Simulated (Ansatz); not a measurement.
The system is HgTe (Coloradoite).

```
CELL_PARAMETERS angstrom
0.00000 3.21450 3.21450
3.21450 0.00000 3.21450
3.21450 3.21450 0.00000
ATOMIC_POSITIONS crystal
Hg 0.00000 0.00000 0.00000
Te 0.75000 0.75000 0.75000
```

Base run:

| Item | Value |
| --- | --- |
| Program | Ansatz 0.2.0 |
| Functional | PBEsol |
| Potentials or basis | all-electron LAPW, scalar-relativistic |
| Cutoff | 262 eV (chosen from the basis error) |
| Basis error allowed | 0.001 eV/atom |
| k mesh | 5 × 5 × 5 |
| Occupations | fermi-dirac, width 0.05 eV |
| Spin | no spin polarisation |

Its results: pressure 1.9 GPa.

Problem. The run is repeated on the same cell with these changes: potentials or basis from all-electron LAPW, scalar-relativistic to all-electron LAPW, relativistic spinors; spin from no spin polarisation to spin-orbit coupling, no magnetisation. What comes out?

Solution. Pressure 1.4 GPa.

Caveats: the k mesh is thin for a metal, which can move the energy by tens of meV per atom.
